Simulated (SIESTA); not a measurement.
NiSb (Breithauptite):

```
Sb Ni
1.0
     3.92800    0.00000    0.00000
    -1.96400    3.40175    0.00000
     0.00000    0.00000    5.12000
Sb Ni
2 2
Direct
  0.66667 0.33333 0.75000
  0.33333 0.66667 0.25000
  0.00000 0.00000 0.50000
  0.00000 0.00000 0.00000
```

Base run:

- Program: SIESTA 5.4.2
- Functional: revPBE
- Potentials or basis: PseudoDojo 0.4 standard (PBE files)
- Basis: DZP (energy shift 0.003 Ry; two zetas on semicore shells)
- Grid cutoff: 800 Ry
- Energy shift: 0.003 Ry
- k mesh: 6 × 6 × 4
- Occupations: fermi-dirac, width 0.05 eV
- Spin: collinear spin, ferromagnetic start
- Starting moments: [0.0, 0.0, 1.0, 1.0] μB

Its results: band gap on the k mesh none (metal or under the smearing width); pressure 7.7 GPa; net moment 0.00 μB per cell.

Q: The run is repeated on the same cell with these changes: functional from revPBE to LDA; potentials or basis from PseudoDojo 0.4 standard (PBE files) to PseudoDojo 0.4 standard (LDA files). What comes out?

A: Band gap on the k mesh none (metal or under the smearing width); pressure -3.7 GPa; net moment 0.00 μB per cell.

Caveats: short orbitals over semicore shells can move pressures by several GPa; the basis of atomic orbitals isn't converged, which shifts pressures, moduli and gaps; the potentials were made for another functional, which shifts forces and pressure (some runs).
